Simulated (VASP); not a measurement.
InP: single point with SVWN5

**Measured values to compare with.**

A printed reference work, data compilation reports, for a bulk crystal of InP at 1.6 K: band gap 1.4236 eV (direct).

The system is InP.

```xyz
2
Lattice="0.0000 2.8909 2.8909 2.8909 0.0000 2.8909 2.8909 2.8909 0.0000" Properties=species:S:1:pos:R:3 pbc="T T T"
In    0.0000    0.0000    0.0000
P     4.3363    4.3363    4.3363
```

| Item | Value |
| --- | --- |
| Program | VASP 6.6.1 |
| Task | single point |
| Functional | SVWN5 |
| Potentials or basis | VASP PAW PBE potentials, release 64 (In_d, P) |
| Cutoff | 520 eV |
| k mesh | 8 × 8 × 8 |
| Occupations | fermi-dirac, width 0.05 eV |
| Spin | no spin polarisation |

| Quantity | Value |
| --- | --- |
| Pressure | 1.7 GPa |
| Band gap on the k mesh | 0.71 eV, direct |

Levels at points of the mesh, in eV from the valence-band top:
```
           k point  band 5  band 6  band 7  band 8  band 9  band 10  band 11  band 12  band 13  band 14
(0.00, 0.00, 0.00)  -14.08  -11.85    0.00    0.00    0.00     0.71     3.97     3.97     3.97     8.45
(0.50, 0.00, 0.00)  -14.06   -9.96   -6.07   -1.06   -1.06     1.41     4.72     4.72     6.98     9.43
(0.50, 0.50, 0.00)  -14.04   -9.24   -6.07   -2.51   -2.51     1.54     2.12     9.26     9.72     9.72
```

Wall time 12 s on 1 thread of AMD EPYC 9R45 96-Core Processor (Zen 5) (shared host), peak memory 0.13 GiB.

A measured gap of InP is 1.4236 eV (direct; 1.6 K; a printed reference work, data compilation); the calculated 0.71 eV misses it by -0.72 eV. Spin-orbit coupling on In is left out. The value is that of SVWN5, without temperature or zero-point motion.

Caveat: the PAW data sets were made with another functional, which shifts forces and pressure a little; spin-orbit coupling is left out, which moves the levels of the heavy elements.
